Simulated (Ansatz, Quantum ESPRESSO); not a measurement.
Fitting the PBEsol energy curve of CeO2

```xyz
3
Lattice="0.0000 2.7037 2.7037 2.7037 0.0000 2.7037 2.7037 2.7037 0.0000" Properties=species:S:1:pos:R:3 pbc="T T T"
Ce    0.0000    0.0000    0.0000
O     4.0555    4.0555    4.0555
O     1.3518    1.3518    1.3518
```

The cell was scaled at fixed shape and fractions and run with Quantum ESPRESSO, SSSP 1.3 efficiency PBE, cutoff 748 eV; PBEsol, k mesh 9 × 9 × 9 on the cell of 3 atoms, fermi-dirac occupations of 0.05 eV, collinear spin, ferromagnetic start, no spin-orbit coupling. The potentials were made for PBE. Energies are those that the program minimises, any entropy of the smearing included. The moments vanished. Plain semilocal runs treat an open f shell poorly.

```csv
V (Å³/atom),energy over the lowest row (meV/atom)
12.3848,31.06
12.6483,?
12.9118,3.06
13.1753,0.00
13.4388,3.23
13.7023,12.12
13.9658,26.05
```

Task: Fit the third-order Birch-Murnaghan form, give V0, B0 and B′, and predict the energy left open.

Result: With y = (V0/V)^(2/3), E = E0 + (9 V0 B0/16) [(y - 1)³ B′ + (y - 1)² (6 - 4y)]. Least squares through the rows shown give V0 = 13.1668 Å³/atom, E0 = 0.00 meV, B0 = 191.7 GPa (1 eV/Å³ = 160.218 GPa) and B′ = 4.46, with a largest miss of 0.01 meV. At V = 12.6483 the form with these constants gives 13.14 meV; the run gave 13.14 meV an atom. Other set-ups at this level, from all their volumes (Å³/atom, GPa): Ansatz, all-electron LAPW, scalar-relativistic: V0 13.111, B0 192.8.
